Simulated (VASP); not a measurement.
Crystal: SiC.

```
Si C
1.0
     0.00000    2.17900    2.17900
     2.17900    0.00000    2.17900
     2.17900    2.17900    0.00000
Si C
1 1
Direct
  0.00000 0.00000 0.00000
  0.25000 0.25000 0.25000
```

Base run:

```yaml
Program: VASP 6.6.1
Functional: r2SCAN
Potentials_or_basis: VASP PAW PBE potentials, release 64 (Si, C)
Cutoff: 520 eV
k_mesh: 10 × 10 × 10
Occupations: gaussian, width 0.03 eV
Spin: no spin polarisation
```

Its results: band gap on the k mesh 1.72 eV, indirect (least direct gap 5.06 eV).

**Question.** The run is repeated on the same cell with these changes: functional from r2SCAN to TB-mBJ. What comes out?

**Answer.** Band gap on the k mesh 2.34 eV, indirect (least direct gap 5.53 eV).

Not every run made on this cell is shown here.
